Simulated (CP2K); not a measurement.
## Nb in CP2K: the effect of functional

The system is Nb.

```xyz
1
Lattice="2.7068 0.0000 0.0000 -0.7360 3.2753 0.0000 -0.8296 -1.9725 1.9962" Properties=species:S:1:pos:R:3 pbc="T T T"
Nb    0.0000    0.0000    0.0000
```

This isn't the form of Nb at room conditions, which is bcc.

Alike in all runs:

- Program: CP2K 2026.2
- Task: band structure
- Potentials or basis: POTENTIAL_UZH Nb GTH-PBE-q13; TZVP-MOLOPT-PBE-GTH basis
- Density cutoff: 9184 eV
- k mesh: 12 × 11 × 13
- Occupations: fermi-dirac, width 0.05 eV
- Spin: no spin polarisation

```tsv
functional	pressure (GPa)
PBE	12.8
LDA	3.9
PBEsol	7.1
AM05	6.6
optB88-vdW	12.5
HLE16	?
HLE17	-10.6
```

Q: What does the run with functional HLE16 give?

A: Pressure -28.5 GPa.

Caveats: the basis of atomic orbitals isn't converged, which shifts pressures, moduli and gaps; the potentials were made for another functional, which shifts forces and pressure (some runs); the potentials were made for a functional far from this one (some runs).
